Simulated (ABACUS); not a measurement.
# Fe (Im-3m) in ABACUS: settings compared

The runs below take Fe through relaxation of cell and atoms, single point, with PBE, B86bPBE, LDA.

Program: ABACUS 3.10.1. These are calculated values, not measurements. Logs are shortened: lines on timing, memory, paths and dates and some standing lists are left out, and cuts for length are marked.

### 1 Starting point

The structure is cubic, space group Im-3m (No. 229). The conventional cell has a = 2.886 Å, b = 2.886 Å, c = 2.886 Å, α = 90.00°, β = 90.00°, γ = 90.00°. Fe (site symmetry m-3m) is surrounded by 8 Fe at 2.50 Å.

### 2 Relaxation of cell and atoms, PBE, collinear spin, ferromagnetic start

run_abacus.py

```python
"""ABACUS run from a structure file: ASE reads it, the script writes STRU, KPT and INPUT."""
import re
import subprocess
import spglib
from ase import Atoms
from ase.io import read
from ase.units import Bohr

atoms = read("Fe.cif")
cell, frac, numbers = spglib.standardize_cell((atoms.cell[:], atoms.get_scaled_positions(), atoms.numbers), to_primitive=True, symprec=1e-4)
atoms = Atoms(numbers=numbers, cell=cell, scaled_positions=frac, pbc=True)  # the primitive cell
atoms = atoms[(-atoms.numbers).argsort(kind="stable")]  # ABACUS lists atoms element by element
pseudo = {'Fe': 'Fe.upf'}
orbital = {'Fe': 'Fe_confined-atom_7au_3s2p2d1f.orb'}
magmoms = [3.0]
kmesh = [12, 12, 12]
params = {
    'suffix': 'Fe',
    'calculation': 'cell-relax',
    'basis_type': 'lcao',
    'pseudo_dir': './',
    'orbital_dir': './',
    'symmetry': 1,
    'dft_functional': 'pbe',
    'ecutwfc': 119,
    'pseudo_rcut': 10,
    'nspin': 2,
    'nbands': 14,
    'ks_solver': 'genelpa',
    'smearing_method': 'fd',
    'smearing_sigma': 0.00367493,
    'scf_thr': 1e-07,
    'scf_nmax': 100,
    'mixing_type': 'broyden',
    'mixing_beta': 0.4,
    'cal_force': 1,
    'cal_stress': 1,
    'out_mul': 1,
    'relax_nmax': 60,
    'force_thr_ev': 0.005,
    'relax_method': 'cg',
    'out_stru': 1,
    'stress_thr': 0.5,
}

symbols = atoms.get_chemical_symbols()
elements = list(dict.fromkeys(symbols))
lines = ["ATOMIC_SPECIES"] + [f"{e} {atoms.get_masses()[symbols.index(e)]:.4f} {pseudo[e]}" for e in elements]
if orbital:
    lines += ["", "NUMERICAL_ORBITAL"] + [orbital[e] for e in elements]
lines += ["", "LATTICE_CONSTANT", f"{1 / Bohr:.10f}", "", "LATTICE_VECTORS"]
lines += [" ".join(f"{x:.10f}" for x in v) for v in atoms.cell]
lines += ["", "ATOMIC_POSITIONS", "Direct"]
for e in elements:
    lines += ["", e, "0.0", str(symbols.count(e))]
    for i, p in enumerate(atoms.get_scaled_positions(wrap=False)):
        if symbols[i] == e:
            mag = "" if magmoms is None else " mag " + " ".join(str(x) for x in (magmoms[i] if isinstance(magmoms[i], list) else [magmoms[i]]))
            lines.append(" ".join(f"{x:.10f}" for x in p) + " 1 1 1" + mag)
open("STRU", "w").write("\n".join(lines) + "\n")
open("KPT", "w").write("K_POINTS\n0\nGamma\n%d %d %d 0 0 0\n" % tuple(kmesh))
open("INPUT", "w").write("INPUT_PARAMETERS\n" + "".join(f"{k:<20s}{v}\n" for k, v in params.items()))

done = subprocess.run(['mpirun', '-np', '4', 'abacus'])
if done.returncode:
    raise SystemExit(done.returncode)
log = open("OUT.Fe/running_cell-relax.log").read()
print("final energy (eV):", re.findall(r"FINAL_ETOT_IS (\S+)", log))
```

Fe.cif

```cif
data_Fe
_cell_length_a 2.88600000
_cell_length_b 2.88600000
_cell_length_c 2.88600000
_cell_angle_alpha 90.00000000
_cell_angle_beta 90.00000000
_cell_angle_gamma 90.00000000
_space_group_name_H-M_alt 'Im-3m'
_space_group_name_Hall '-I 4 2 3'
_space_group_IT_number 229
loop_
_space_group_symop_operation_xyz
'x,y,z'
'-x,-y,-z'
'-y,x,z'
'y,-x,-z'
'-x,-y,z'
'x,y,-z'
'y,-x,z'
'-y,x,-z'
'x,-y,-z'
'-x,y,z'
'-y,-x,-z'
'y,x,z'
'-x,y,-z'
'x,-y,z'
'y,x,-z'
'-y,-x,z'
'z,x,y'
'-z,-x,-y'
'z,-y,x'
'-z,y,-x'
'z,-x,-y'
'-z,x,y'
'z,y,-x'
'-z,-y,x'
'-z,x,-y'
'z,-x,y'
'-z,-y,-x'
'z,y,x'
'-z,-x,y'
'z,x,-y'
'-z,y,x'
'z,-y,-x'
'y,z,x'
'-y,-z,-x'
'x,z,-y'
'-x,-z,y'
'-y,z,-x'
'y,-z,x'
'-x,z,y'
'x,-z,-y'
'-y,-z,x'
'y,z,-x'
'-x,-z,-y'
'x,z,y'
'y,-z,-x'
'-y,z,x'
'x,-z,y'
'-x,z,-y'
'x+1/2,y+1/2,z+1/2'
'-x+1/2,-y+1/2,-z+1/2'
'-y+1/2,x+1/2,z+1/2'
'y+1/2,-x+1/2,-z+1/2'
'-x+1/2,-y+1/2,z+1/2'
'x+1/2,y+1/2,-z+1/2'
'y+1/2,-x+1/2,z+1/2'
'-y+1/2,x+1/2,-z+1/2'
'x+1/2,-y+1/2,-z+1/2'
'-x+1/2,y+1/2,z+1/2'
'-y+1/2,-x+1/2,-z+1/2'
'y+1/2,x+1/2,z+1/2'
'-x+1/2,y+1/2,-z+1/2'
'x+1/2,-y+1/2,z+1/2'
'y+1/2,x+1/2,-z+1/2'
'-y+1/2,-x+1/2,z+1/2'
'z+1/2,x+1/2,y+1/2'
'-z+1/2,-x+1/2,-y+1/2'
'z+1/2,-y+1/2,x+1/2'
'-z+1/2,y+1/2,-x+1/2'
'z+1/2,-x+1/2,-y+1/2'
'-z+1/2,x+1/2,y+1/2'
'z+1/2,y+1/2,-x+1/2'
'-z+1/2,-y+1/2,x+1/2'
'-z+1/2,x+1/2,-y+1/2'
'z+1/2,-x+1/2,y+1/2'
'-z+1/2,-y+1/2,-x+1/2'
'z+1/2,y+1/2,x+1/2'
'-z+1/2,-x+1/2,y+1/2'
'z+1/2,x+1/2,-y+1/2'
'-z+1/2,y+1/2,x+1/2'
'z+1/2,-y+1/2,-x+1/2'
'y+1/2,z+1/2,x+1/2'
'-y+1/2,-z+1/2,-x+1/2'
'x+1/2,z+1/2,-y+1/2'
'-x+1/2,-z+1/2,y+1/2'
'-y+1/2,z+1/2,-x+1/2'
'y+1/2,-z+1/2,x+1/2'
'-x+1/2,z+1/2,y+1/2'
'x+1/2,-z+1/2,-y+1/2'
'-y+1/2,-z+1/2,x+1/2'
'y+1/2,z+1/2,-x+1/2'
'-x+1/2,-z+1/2,-y+1/2'
'x+1/2,z+1/2,y+1/2'
'y+1/2,-z+1/2,-x+1/2'
'-y+1/2,z+1/2,x+1/2'
'x+1/2,-z+1/2,y+1/2'
'-x+1/2,z+1/2,-y+1/2'
loop_
_atom_site_label
_atom_site_type_symbol
_atom_site_symmetry_multiplicity
_atom_site_Wyckoff_symbol
_atom_site_fract_x
_atom_site_fract_y
_atom_site_fract_z
_atom_site_occupancy
Fe1 Fe 2 a 0.0000000000 0.0000000000 0.0000000000 1
```

Potentials or basis: PseudoDojo NC SR 0.5 PBE stringent, DZP LCAO (the cutoffs set its grid).

Launch:

```sh
OMP_NUM_THREADS=1 python run_abacus.py > log
```

running log:

```text
ABACUS v3.10.1

               Atomic-orbital Based Ab-initio Computation at UStc

 ------------------------------------------------------------------------------------

 READING GENERAL INFORMATION
                           global_out_dir = OUT.Fe/
                           global_in_card = INPUT
                               pseudo_dir = ./
                              orbital_dir = ./
                                    DSIZE = 4
                                    GSIZE = 1

 READING UNITCELL INFORMATION
                                    ntype = 1
                  lattice constant (Bohr) = 1.88973
              lattice constant (Angstrom) = 1

 READING ATOM TYPE 1
                               atom label = Fe
                      L=0, number of zeta = 3
                      L=1, number of zeta = 2
                      L=2, number of zeta = 2
                      L=3, number of zeta = 1
             number of atom for this type = 1
               magnetization of element 1 = 3

                        TOTAL ATOM NUMBER = 1
DIRECT COORDINATES
    atom                   x                   y                   z     mag                  vx                  vy                  vz
taud_Fe1            0.0000000000        0.0000000000        0.0000000000  3.0000        0.0000000000        0.0000000000        0.0000000000

                          Volume (Bohr^3) = 81.1065
                             Volume (A^3) = 12.0187

 Lattice vectors: (Cartesian coordinate: in unit of a_0)
               -1.443              +1.443              +1.443
               +1.443              -1.443              +1.443
               +1.443              +1.443              -1.443
 Reciprocal vectors: (Cartesian coordinate: in unit of 2 pi/a_0)
                   +0             +0.3465             +0.3465
              +0.3465                  +0             +0.3465
              +0.3465             +0.3465                  +0
 The esolver type has been set to : ksdft_lcao

                PAO radial cut off (Bohr) = 10

 Read in pseudopotential file is Fe.upf
                     pseudopotential type = NC
          exchange-correlation functional = PBE
                 nonlocal core correction = 1
                        valence electrons = 16
                                     lmax = 2
                           number of zeta = 4
                     number of projectors = 6
                           L of projector = 0
                           L of projector = 0
                           L of projector = 1
                           L of projector = 1
                           L of projector = 2
                           L of projector = 2
     initial pseudo atomic orbital number = 10
 The readin total magnetization is 3

 SETUP THE ELECTRONS NUMBER
            electron number of element Fe = 16
      total electron number of element Fe = 16
            AUTOSET number of electrons:  = 16
                           occupied bands = 8
                                   NLOCAL = 26
                                   NBANDS = 14
[... 142 lines left out ...]
     PROC   COLUMNS(POT)             PW
        1             70            726
        2             69            724
        3             69            724
        4             69            725
 --------------- sum -------------------
        4            277           2899

 SET NONLOCAL PSEUDOPOTENTIAL PROJECTORS
 max number of nonlocal projetors among all species is 6

 -------------------------------------------
 STEP OF RELAXATION : 1
 -------------------------------------------

 SETUP SEARCHING RADIUS FOR PROGRAM TO SEARCH ADJACENT ATOMS
                  longest orb rcut (Bohr) = 7
   longest nonlocal projector rcut (Bohr) = 1.38
                     search radius (Bohr) = 16.8
              searching radius is (Bohr)) = 16.8
         searching radius unit is (Bohr)) = 1.89
                         PeriodicBoundary = 1
                        Radius(unit:lat0) = 8.87
[... 2 lines left out ...]

Find the coordinate range of the input atom(unit:lat0).
                                  min_tau = [ -21.6, -21.6, -21.6 ]
                                  max_tau = [ 21.6, 21.6, 21.6 ]
                                BoxNumber = [ 11, 11, 11 ]

 SETUP EXTENDED REAL SPACE GRID FOR GRID INTEGRATION
                          real space grid = [ 36, 36, 36 ]
                 big cell numbers in grid = [ 12, 12, 12 ]
             meshcell numbers in big cell = [ 3, 3, 3 ]
                        extended fft grid = [ 22, 22, 22 ]
                dimension of extened grid = [ 57, 57, 57 ]
                            UnitCellTotal = 125
              Atom number in sub-FFT-grid = 1
    Local orbitals number in sub-FFT-grid = 26
                                ParaV.nnr = 25181
                                 init_chg = atomic

 LCAO ALGORITHM --------------- ION=   1  ELEC=   1--------------------------------
          total magnetism (Bohr mag/cell) = 2.50345
       absolute magnetism (Bohr mag/cell) = 2.52921
                        nelec for spin up = 9.25172
                      nelec for spin down = 6.74828
[... 234 lines left out ...]
 Largest gradient in stress is 75.192407 kbar.
 Threshold is 0.500000 kbar.

 Relaxation is not converged yet!
DIRECT COORDINATES
    atom                   x                   y                   z     mag                  vx                  vy                  vz
taud_Fe1            0.0000000000        0.0000000000        0.0000000000  3.0000        0.0000000000        0.0000000000        0.0000000000

                          Volume (Bohr^3) = 74.435911
                             Volume (A^3) = 11.030251
[... 10 lines left out ...]
 -------------------------------------------
 STEP OF RELAXATION : 2
 -------------------------------------------

[... set-up of the moved cell ...]

 LCAO ALGORITHM --------------- ION=   2  ELEC=   1--------------------------------
          total magnetism (Bohr mag/cell) = 2.234743
       absolute magnetism (Bohr mag/cell) = 2.356735
                        nelec for spin up = 9.117372
                      nelec for spin down = 6.882628

 Density error is 0.009214324601
----------------------------------------------------------
     Energy           Rydberg                 eV
----------------------------------------------------------
 E_KohnSham     -253.2681045110      -3445.8893430098
 E_Harris       -253.7239150704      -3452.0909638250
 E_Fermi        1.4122614223         19.2148024087
----------------------------------------------------------

[... 9 further cycles ...]
 LCAO ALGORITHM --------------- ION=   2  ELEC=  11--------------------------------
          total magnetism (Bohr mag/cell) = 2.162815
       absolute magnetism (Bohr mag/cell) = 2.273664
                        nelec for spin up = 9.081407
                      nelec for spin down = 6.918593
[... 54 lines left out ...]
 Largest gradient in stress is 75.885627 kbar.
 Threshold is 0.500000 kbar.

 Relaxation is not converged yet!
DIRECT COORDINATES
    atom                   x                   y                   z     mag                  vx                  vy                  vz
taud_Fe1            0.0000000000        0.0000000000        0.0000000000  3.0000        0.0000000000        0.0000000000        0.0000000000

                          Volume (Bohr^3) = 77.525952
                             Volume (A^3) = 11.488147
[... 10 lines left out ...]
 -------------------------------------------
 STEP OF RELAXATION : 3
 -------------------------------------------

[... set-up of the moved cell ...]

 LCAO ALGORITHM --------------- ION=   3  ELEC=   1--------------------------------
          total magnetism (Bohr mag/cell) = 2.150427
       absolute magnetism (Bohr mag/cell) = 2.248915
                        nelec for spin up = 9.075213
                      nelec for spin down = 6.924787

 Density error is 0.014195746991
----------------------------------------------------------
     Energy           Rydberg                 eV
----------------------------------------------------------
 E_KohnSham     -253.2679594984      -3445.8873700110
 E_Harris       -252.5568802007      -3436.2126398324
 E_Fermi        1.3225518608         17.9942412070
----------------------------------------------------------

[... 10 further cycles ...]
 LCAO ALGORITHM --------------- ION=   3  ELEC=  12--------------------------------
          total magnetism (Bohr mag/cell) = 2.264342
       absolute magnetism (Bohr mag/cell) = 2.386272
                        nelec for spin up = 9.132171
                      nelec for spin down = 6.867829
[... 150 lines left out ...]
 Largest gradient in stress is 0.177197 kbar.
 Threshold is 0.500000 kbar.

 Relaxation is converged!

 --------------------------------------------
 !FINAL_ETOT_IS -3445.9077905397593895 eV
 --------------------------------------------
```

Run time: 51 s. Hardware: 4 MPI ranks of Intel Xeon Platinum 8488C (Sapphire Rapids), shared host; peak memory 0.4 GiB.

Results:

- Free energy: -3445.9078 eV
- Relaxed volume: 11.49 Å³/atom
- Relaxed cell: a = 2.462 Å, b = 2.462 Å, c = 2.462 Å, α = 109.47°, β = 109.47°, γ = 109.47°
- Space group after relaxing (to 0.05 Å): Im-3m (No. 229)
- Energy gained by relaxing: 13.3 meV/atom
- Ionic steps: 3
- Pressure after relaxing: 0.0 GPa
- Net moment: 2.26 μB per cell
- Absolute moment: 2.39 μB per cell
- Site moments: Fe +2.26 μB

Step by step:
```
step  energy change (eV)  largest force (eV/Å)  pressure (GPa)  volume (Å³)
   1              0.0000                0.0000           -7.52        12.02
   2             -0.0024                0.0000            7.59        11.03
   3             -0.0133                0.0000           -0.02        11.49
```

Final structure:
```xyz
1
Lattice="-1.4214 1.4214 1.4214 1.4214 -1.4214 1.4214 1.4214 1.4214 -1.4214" Properties=species:S:1:pos:R:3 pbc="T T T"
Fe    0.0000    0.0000    0.0000
```

Caveat: the atomic orbitals were generated for these runs and aren't a published set; the basis of atomic orbitals isn't converged, which shifts pressures, moduli and gaps.

[end of part 1 of 2]
